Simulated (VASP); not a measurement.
# HC4 in VASP: settings compared

One slab, HC4, is run at these levels: r2SCAN, PBE, LDA, PBEsol; tasks: phonons.

Program: VASP 6.6.1. These are calculated values, not measurements. Logs are shortened: lines on timing, memory, paths and dates and some standing lists are left out, and cuts for length are marked.

### Step 1. The slab as given

The cell holds a slab with vacuum, 10 atoms: a = 2.522 Å, b = 2.522 Å, c = 19.915 Å, α = 90.00°, β = 90.00°, γ = 60.00°.

The cell was built by a generator and needn't be a form met in nature.

### Step 2. Phonons, r2SCAN

Input file POSCAR:

```
HC4
1.0
    2.5222498885      0.0000000000      0.0000000000
    1.2611249442      2.1843324781      0.0000000000
    0.0000000000      0.0000000000     19.9150773331
C H
8 2
Direct
    0.0000000000      0.0000000000      0.3319595445
    0.3333333333      0.3333333333      0.3578119223
    0.3333333333      0.3333333333      0.4353690556
    0.6666666667      0.6666666667      0.4612214333
    0.6666666667      0.6666666667      0.5387785667
    0.0000000000      0.0000000000      0.5646309444
    0.0000000000      0.0000000000      0.6421880777
    0.3333333333      0.3333333333      0.6680404555
    0.3333333333      0.3333333333      0.7238273340
    0.0000000000      0.0000000000      0.2761726660
```

Input file INCAR.step1:

```
PREC = Accurate ; ENCUT = 600
EDIFF = 1E-8 ; ISMEAR = 0
SIGMA = 0.05 ; LREAL = False
LASPH = True ; NELM = 100
ALGO = Normal ; ISIF = 2
LWAVE = False ; LCHARG = False
METAGGA = R2SCAN ; LMIXTAU = True
IBRION = 2 ; NSW = 40
EDIFFG = -0.002
```

Input file INCAR.step2:

```
PREC = Accurate ; ENCUT = 600
EDIFF = 1E-8 ; ISMEAR = 0
SIGMA = 0.05 ; LREAL = False
LASPH = True ; NELM = 100
ALGO = Normal ; ISIF = 2
LWAVE = False ; LCHARG = False
METAGGA = R2SCAN ; LMIXTAU = True
IBRION = 6 ; NFREE = 2
POTIM = 0.015 ; NSW = 1
```

Input file KPOINTS:

```
regular mesh
0
Gamma
  8 8 1
```

Potentials or basis: VASP PAW PBE potentials, release 64 (C, H).

Run with:

```console
cat potpaw_PBE.64/C/POTCAR potpaw_PBE.64/H/POTCAR > POTCAR
cp INCAR.step1 INCAR
mpirun -np 1 vasp_std > vasp.out
cp CONTCAR POSCAR
cp INCAR.step2 INCAR
mpirun -np 1 vasp_std > vasp.out
```

OUTCAR:

```text
PREC = Accurate
   ENCUT = 600
   EDIFF = 1E-8
   ISMEAR = 0
   LREAL = False
   LASPH = True
   NELM = 100
   ISIF = 2
   METAGGA = R2SCAN
   IBRION = 6
   NFREE = 2
   POTIM = 0.015
   NSW = 1

 ion  position               nearest neighbor table
   1  0.000  0.000  0.333-  10 1.10   2 1.54   2 1.54   2 1.54
   2  0.333  0.333  0.358-   1 1.54   1 1.54   1 1.54   3 1.55
   3  0.333  0.333  0.435-   4 1.54   4 1.54   4 1.54   2 1.55
   4  0.667  0.667  0.461-   5 1.54   3 1.54   3 1.54   3 1.54
   5  0.667  0.667  0.539-   4 1.54   6 1.54   6 1.54   6 1.54
   6  0.000  0.000  0.565-   5 1.54   5 1.54   5 1.54   7 1.55
   7  0.000  0.000  0.642-   8 1.54   8 1.54   8 1.54   6 1.55
   8  0.333  0.333  0.667-   9 1.10   7 1.54   7 1.54   7 1.54
   9  0.333  0.333  0.722-   8 1.10
  10  0.000  0.000  0.278-   1 1.10

  LATTYP: Found a hexagonal cell.
 ALAT       =     2.5222498884
 C/A-ratio  =     7.8957590302

  Lattice vectors:

 A1 = (  -1.2611249442,  -2.1843324781,   0.0000000000)
 A2 = (   2.5222498885,   0.0000000000,   0.0000000000)
 A3 = (   0.0000000000,   0.0000000000,  19.9150773331)

Analysis of symmetry for initial positions (statically):
=====================================================================
 Subroutine PRICEL returns:
 Original cell was already a primitive cell.

 Routine SETGRP: Setting up the symmetry group for a
 hexagonal supercell.

 Subroutine GETGRP returns: Found 12 space group operations
 (whereof  6 operations were pure point group operations)
 out of a pool of 24 trial point group operations.

The static configuration has the point symmetry C_3v.
 The point group associated with its full space group is D_3d.

Analysis of symmetry for dynamics (positions and initial velocities):
=====================================================================
 Subroutine PRICEL returns:
 Original cell was already a primitive cell.

 Routine SETGRP: Setting up the symmetry group for a
 hexagonal supercell.

 Subroutine GETGRP returns: Found 12 space group operations
 (whereof  6 operations were pure point group operations)
[... 157 lines left out ...]

  FORCE on cell =-STRESS in cart. coord.  units (eV):
  Direction    XX          YY          ZZ          XY          YZ          ZX
  --------------------------------------------------------------------------------------
  -------------------------------------------------------------------------------------
  Total       -0.4152655     -0.4152655     -0.2532176      0.0000000      0.0000000      0.0000000
  in kB       -6.0638382     -6.0638382     -3.6975640      0.0000000      0.0000000      0.0000000
  external PRESSURE =      -5.2750801 kB  Pullay stress =       0.0000000 kB
[... 113 lines left out ...]
  FREE ENERGIE OF THE ION-ELECTRON SYSTEM (eV)
  ---------------------------------------------------
  free  energy   TOTEN  =       -86.2127256070 eV

  energy  without entropy=      -86.2127256070  energy(sigma->0) =      -86.21272561

[... ionic steps 4 to 18 ...]

--------------------------------------- Ionic step       19  -------------------------------------------

 number of electron      33.9999998 magnetization

------------------------ aborting loop because EDIFF is reached ----------------------------------------
[... 83 lines left out ...]
--------------------------------------- Ionic step       21  -------------------------------------------

 number of electron      33.9999998 magnetization

 Free energy of the ion-electron system (eV)
  ---------------------------------------------------
  ext. energy  EPLUGINS =         0.00000000
  ---------------------------------------------------
  free energy    TOTEN  =       -86.21341614 eV

  energy without entropy =      -86.21341614  energy(sigma->0) =      -86.21341614

 E-fermi :   2.1555     XC(G=0):  -7.1483

 val. band max:        1.9303722078   @ k =   0.0000   0.0000   0.0000
 cond. band min:       5.2115816755   @ k =   0.0000   0.0000   0.0000
 fundamental gap:      3.2812094677
 Fermi energy:         2.1554548063

 k-point     1 :       0.0000    0.0000    0.0000
  band No.  band energies     occupation
      1     -20.0500      2.00000
      2     -19.0774      2.00000
      3     -17.5157      2.00000
      4     -15.5927      2.00000
      5     -10.9855      2.00000
      6      -8.5861      2.00000
[... 286 lines left out ...]
  FREE ENERGIE OF THE ION-ELECTRON SYSTEM (eV)
  ---------------------------------------------------
  free  energy   TOTEN  =       -86.2134161418 eV

  energy  without entropy=      -86.2134161418  energy(sigma->0) =      -86.21341614

 INTERNAL STRAIN TENSORS FROM DISPLACED ATOMS
 ============================================

 INTERNAL STRAIN TENSOR FOR ION    1 for displacements in x,y,z  (eV/Angst):
          X           Y           Z          XY          YZ          ZX
  --------------------------------------------------------------------------------
  x    -0.00000     0.00000    -0.00000     3.54210    -0.00000    12.04949
  y     3.54210    -3.54210    -0.00000     0.00000    12.04946    -0.00000
  z     2.64479     2.64479    -1.86520    -0.00000    -0.00000    -0.00000
[... 8 lines left out ...]
 INTERNAL STRAIN TENSOR FOR ION   10 for displacements in x,y,z  (eV/Angst):
          X           Y           Z          XY          YZ          ZX
  --------------------------------------------------------------------------------
  x    -0.00000     0.00000    -0.00000     0.60080    -0.00000     7.82391
  y     0.60080    -0.60080    -0.00000     0.00000     7.82394    -0.00000
  z     0.88548     0.88548    34.33312    -0.00000     0.00000     0.00000

 Eigenvectors and eigenvalues of the dynamical matrix
   1 f  =   88.951271 THz   558.897317 2PiTHz 2967.095010 cm-1   367.872731 meV
   2 f  =   88.803748 THz   557.970403 2PiTHz 2962.174175 cm-1   367.262625 meV
   3 f  =   40.092461 THz   251.908364 2PiTHz 1337.340560 cm-1   165.809023 meV
   4 f  =   40.092461 THz   251.908364 2PiTHz 1337.340560 cm-1   165.809023 meV
   5 f  =   39.772803 THz   249.899894 2PiTHz 1326.677917 cm-1   164.487024 meV
   6 f  =   39.772803 THz   249.899894 2PiTHz 1326.677917 cm-1   164.487024 meV
[... 19 lines left out ...]
  26 f  =    6.962466 THz    43.746467 2PiTHz  232.242880 cm-1    28.794434 meV
  27 f  =    6.962466 THz    43.746467 2PiTHz  232.242880 cm-1    28.794434 meV
  28 f/i=    0.003487 THz     0.021912 2PiTHz    0.116325 cm-1     0.014422 meV
  29 f/i=    0.003487 THz     0.021912 2PiTHz    0.116325 cm-1     0.014422 meV
  30 f/i=    0.004057 THz     0.025494 2PiTHz    0.135342 cm-1     0.016780 meV

 ELASTIC MODULI CONTR FROM IONIC RELAXATION (kBar)
 Direction    XX          YY          ZZ          XY          YZ          ZX
 --------------------------------------------------------------------------------
 XX         -42.6721      9.8250   -230.5315      0.0000   -192.8254      0.0000
 YY           9.8250    -42.6721   -230.5315      0.0000    192.8254     -0.0000
 ZZ        -230.5315   -230.5315  -5055.9039      0.0000     -0.0000     -0.0000
 XY           0.0000      0.0000      0.0000    -26.2486     -0.0000   -192.8253
 YZ        -192.8254    192.8254     -0.0000     -0.0000  -1977.1751      0.0000
 ZX           0.0000     -0.0000     -0.0000   -192.8253      0.0000  -1977.1735
 --------------------------------------------------------------------------------
```

OUTCAR.step1:

```text
PREC = Accurate
   ENCUT = 600
   EDIFF = 1E-8
   ISMEAR = 0
   LREAL = False
   LASPH = True
   NELM = 100
   ISIF = 2
   METAGGA = R2SCAN
   IBRION = 2
   NSW = 40
   EDIFFG = -0.002
[... 438 lines left out ...]
 cond. band min:       5.2153078530   @ k =   0.0000   0.0000   0.0000
 fundamental gap:      3.2988673265
 Fermi energy:         2.1396438142

 k-point     1 :       0.0000    0.0000    0.0000
  band No.  band energies     occupation
      1     -20.0643      2.00000
      2     -19.0869      2.00000
      3     -17.5205      2.00000
      4     -15.5977      2.00000
      5     -10.9815      2.00000
      6      -8.5735      2.00000
[... 286 lines left out ...]
  FREE ENERGIE OF THE ION-ELECTRON SYSTEM (eV)
  ---------------------------------------------------
  free  energy   TOTEN  =       -86.2168980236 eV

  energy  without entropy=      -86.2168980236  energy(sigma->0) =      -86.21689802

 reached required accuracy - stopping structural energy minimisation
```

OSZICAR.step1:

```text
N       E                     dE             d eps       ncg     rms          rms(c)
DAV:   1     0.208006990332E+03    0.20801E+03   -0.17923E+04   460   0.148E+03
DAV:   2    -0.777115078978E+02   -0.28572E+03   -0.27208E+03   642   0.297E+02
DAV:   3    -0.965341221765E+02   -0.18823E+02   -0.18698E+02   579   0.820E+01
[... 324 lines left out ...]
DAV:   4    -0.862168979620E+02   -0.58878E-07   -0.48164E-08   428   0.231E-03    0.417E-05
DAV:   5    -0.862168979895E+02   -0.27559E-07   -0.17423E-08   356   0.159E-03    0.131E-05
DAV:   6    -0.862168980046E+02   -0.15033E-07   -0.74272E-09   332   0.101E-03    0.728E-06
DAV:   7    -0.862168980233E+02   -0.18705E-07   -0.90471E-09   340   0.111E-03    0.560E-06
DAV:   8    -0.862168980236E+02   -0.38426E-09   -0.13884E-08   340   0.145E-03
  17 F= -.86216898E+02 E0= -.86216898E+02  d E =-.769080E-06
```

Run time: 2 h. Hardware: 1 thread of Intel Xeon Platinum 8488C (Sapphire Rapids), shared host; peak memory 0.38 GiB.

What came out:

```
Highest phonon frequency at Γ, LO-TO splitting left out : 2967 cm⁻¹
```

Step by step:
```csv
step,energy change (eV),largest force (eV/Å),pressure (GPa),volume (Å³)
1,0.0000,0.9256,-1.69,109.72
2,0.0836,2.0060,-1.22,109.72
3,-0.0212,0.3799,-1.59,109.72
4,-0.0240,0.3006,-1.02,109.72
5,-0.0260,0.1186,-1.25,109.72
6,-0.0270,0.1128,-1.10,109.72
7,-0.0270,0.1113,-1.10,109.72
8,-0.0281,0.0895,-0.94,109.72
9,-0.0286,0.1713,-0.72,109.72
10,-0.0291,0.0825,-0.63,109.72
11,-0.0293,0.0062,-0.54,109.72
12,-0.0293,0.0067,-0.54,109.72
13,-0.0293,0.0048,-0.53,109.72
14,-0.0293,0.0045,-0.53,109.72
15,-0.0293,0.0044,-0.53,109.72
16,-0.0293,0.0022,-0.53,109.72
17,-0.0293,0.0018,-0.53,109.72
```

Phonon frequencies in cm⁻¹ (negative: imaginary):
| q point | frequencies |
| --- | --- |
| (0.000, 0.000, 0.000) | 0 0 0 232 232 365 415 415 524 524 690 943 1165 1165 1165 1165 1235 1235 1252 1271 1274 1274 1314 1322 1327 1327 1337 1337 2962 2967 |

Caveat: the PAW data sets were made with another functional, which shifts forces and pressure a little.

### Step 3. Phonons, PBE

POSCAR is that of step 2.

Input file INCAR.step1:

```
SYSTEM = HC4
ALGO     = Normal         ! electronic algorithm
EDIFF    = 1E-8           ! SCF threshold, eV
EDIFFG   = -0.002         ! ionic threshold
ENCUT    = 600            ! plane-wave cutoff, eV
GGA      = PE             ! functional
IBRION   = 2              ! ionic algorithm
ISIF     = 2              ! what is computed and relaxed
ISMEAR   = 0              ! smearing method
LASPH    = .True.         ! aspherical terms in the spheres
LCHARG   = .False.        ! write CHGCAR
LREAL    = .False.        ! projectors in reciprocal space
LWAVE    = .False.        ! write WAVECAR
NELM     = 80             ! most SCF steps
NSW      = 40             ! ionic steps
PREC     = Accurate       ! precision mode
SIGMA    = 0.05           ! smearing width, eV
```

Input file INCAR.step2:

```
SYSTEM = HC4
ALGO     = Normal         ! electronic algorithm
EDIFF    = 1E-8           ! SCF threshold, eV
ENCUT    = 600            ! plane-wave cutoff, eV
GGA      = PE             ! functional
IBRION   = 6              ! ionic algorithm
ISIF     = 2              ! what is computed and relaxed
ISMEAR   = 0              ! smearing method
LASPH    = .True.         ! aspherical terms in the spheres
LCHARG   = .False.        ! write CHGCAR
LREAL    = .False.        ! projectors in reciprocal space
LWAVE    = .False.        ! write WAVECAR
NELM     = 80             ! most SCF steps
NFREE    = 2            
NSW      = 1              ! ionic steps
POTIM    = 0.015          ! step
PREC     = Accurate       ! precision mode
SIGMA    = 0.05           ! smearing width, eV
```

Input file KPOINTS:

```
k-points
0
Gamma
  8 8 1
  0 0 0
```

Potentials or basis: VASP PAW PBE potentials, release 64 (C, H).

Run with:

```console
cat potpaw_PBE.64/C/POTCAR potpaw_PBE.64/H/POTCAR > POTCAR
cp INCAR.step1 INCAR
mpirun -np 1 vasp_std > vasp.out
cp CONTCAR POSCAR
cp INCAR.step2 INCAR
mpirun -np 1 vasp_std > vasp.out
```

OUTCAR:

```text
SYSTEM = HC4
   EDIFF = 1E-8
   ENCUT = 600
   GGA = PE
   IBRION = 6
   ISIF = 2
   ISMEAR = 0
   LASPH = .True.
   LREAL = .False.
   NELM = 80
   NFREE = 2
   NSW = 1
   POTIM = 0.015
   PREC = Accurate

 ion  position               nearest neighbor table
[... 746 lines left out ...]
  x    -0.00000     0.00000    -0.00000     4.25516    -0.00000    12.01456
  y     4.25516    -4.25516    -0.00000     0.00000    12.01456    -0.00000
  z     3.03893     3.03893    -2.18197    -0.00000     0.00000    -0.00000
[... 8 lines left out ...]
 INTERNAL STRAIN TENSOR FOR ION   10 for displacements in x,y,z  (eV/Angst):
          X           Y           Z          XY          YZ          ZX
  --------------------------------------------------------------------------------
  x    -0.00000     0.00000     0.00000     0.60567    -0.00000     7.40922
  y     0.60567    -0.60567     0.00000     0.00000     7.40922    -0.00000
  z     0.93793     0.93793    33.18733    -0.00000     0.00000    -0.00000

 Eigenvectors and eigenvalues of the dynamical matrix
   1 f  =   87.190071 THz   547.831372 2PiTHz 2908.347708 cm-1   360.588997 meV
   2 f  =   87.060091 THz   547.014687 2PiTHz 2904.012061 cm-1   360.051445 meV
   3 f  =   39.350882 THz   247.248883 2PiTHz 1312.604132 cm-1   162.742098 meV
   4 f  =   39.350882 THz   247.248883 2PiTHz 1312.604132 cm-1   162.742098 meV
   5 f  =   39.045205 THz   245.328261 2PiTHz 1302.407861 cm-1   161.477922 meV
   6 f  =   39.045205 THz   245.328261 2PiTHz 1302.407861 cm-1   161.477922 meV
[... 19 lines left out ...]
  26 f  =    6.776887 THz    42.580436 2PiTHz  226.052613 cm-1    28.026939 meV
  27 f  =    6.776887 THz    42.580436 2PiTHz  226.052613 cm-1    28.026939 meV
  28 f/i=    0.000534 THz     0.003358 2PiTHz    0.017828 cm-1     0.002210 meV
  29 f/i=    0.002750 THz     0.017276 2PiTHz    0.091717 cm-1     0.011371 meV
  30 f/i=    0.002750 THz     0.017276 2PiTHz    0.091717 cm-1     0.011371 meV

 ELASTIC MODULI CONTR FROM IONIC RELAXATION (kBar)
 Direction    XX          YY          ZZ          XY          YZ          ZX
 --------------------------------------------------------------------------------
 XX         -57.7843     14.8546   -244.5080      0.0000   -212.3331      0.0000
 YY          14.8546    -57.7843   -244.5080      0.0000    212.3331     -0.0000
 ZZ        -244.5080   -244.5080  -4902.8476      0.0000      0.0000      0.0000
 XY           0.0000      0.0000      0.0000    -36.3195     -0.0000   -212.3331
 YZ        -212.3331    212.3331      0.0000     -0.0000  -1895.1498      0.0000
 ZX           0.0000     -0.0000      0.0000   -212.3331      0.0000  -1895.1500
 --------------------------------------------------------------------------------
```

Wall time 12 min (1 thread of Intel Xeon 6975P-C (Granite Rapids), shared host); peak memory 0.36 GiB.

Results:

```
Highest phonon frequency at Γ, LO-TO splitting left out : 2908 cm⁻¹
```

Step by step:
```
step  energy change (eV)  largest force (eV/Å)  pressure (GPa)  volume (Å³)
   1              0.0000                0.9216            0.13       109.72
   2              0.0921                2.1209            0.35       109.72
   3             -0.0199                0.2857            0.15       109.72
   4             -0.0220                0.1663            0.52       109.72
   5             -0.0230                0.0638            0.38       109.72
   6             -0.0232                0.0721            0.44       109.72
   7             -0.0233                0.0290            0.42       109.72
   8             -0.0234                0.0328            0.46       109.72
   9             -0.0234                0.0610            0.49       109.72
  10             -0.0235                0.0542            0.51       109.72
  11             -0.0236                0.0337            0.56       109.72
  12             -0.0236                0.0079            0.66       109.72
  13             -0.0236                0.0063            0.65       109.72
  14             -0.0236                0.0018            0.66       109.72
```

Phonon frequencies in cm⁻¹ (negative: imaginary):
```
              q point                                                                                                                          frequencies
(0.000, 0.000, 0.000)  0 0 0 226 226 357 405 405 511 511 676 924 1140 1140 1140 1140 1217 1217 1220 1241 1254 1254 1282 1291 1302 1302 1313 1313 2904 2908
```

(Part 1 of 2 ends here.)
